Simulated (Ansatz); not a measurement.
LiF (Griceite) under changes of volume

One of the cells (8.169 Å³/atom); the others are scaled copies at fixed shape and fractional positions:

```xyz
2
Lattice="0.0000 2.0140 2.0140 2.0140 0.0000 2.0140 2.0140 2.0140 0.0000" Properties=species:S:1:pos:R:3 pbc="T T T"
F     2.0140    2.0140    2.0140
Li    0.0000    0.0000    0.0000
```

* Program: Ansatz 0.2.0
* Functional: PBEsol
* Potentials or basis: all-electron LAPW, scalar-relativistic
* Cutoff: 313 eV (chosen from the basis error)
* Basis error allowed: 0.0005 eV/atom
* k mesh: 11 × 11 × 11
* Occupations: fermi-dirac, width 0.05 eV
* Spin: no spin polarisation

```tsv
volume (Å³/atom)	energy over the lowest point (meV/atom)	pressure (GPa)	gap on the mesh (eV)
7.679	3.74	3.6	9.46
7.842	1.02	1.8	9.26
8.006	0.00	0.2	9.08
8.169	?	?	?
8.333	2.39	-2.5	8.73
8.496	5.51	-3.6	8.56
8.659	9.74	-4.7	8.41
```

Q: What does the run at 8.169 Å³/atom give?

A: Energy over the lowest point 0.51 meV/atom; pressure -1.2 GPa; gap on the mesh 8.90 eV.

Worked out: A Birch-Murnaghan fit of order 3 (a polynomial in V^(-2/3)) to the other rows has its minimum at 8.03 Å³/atom with B0 = V·E''(V) = 72 GPa and B' = 4.1. It gives 0.50 meV/atom at 8.169 Å³/atom, against the run's 0.51, and -dE/dV = -1.2 GPa, against -1.2. A straight line through the other rows of the gap, of slope -8.74 eV per unit of ln V (its deformation potential), gives 8.91 eV, against the run's 8.90.

Energies are extrapolated to zero smearing.

Caveats: an odd mesh through Γ misses points on the zone boundary, where band edges often lie.
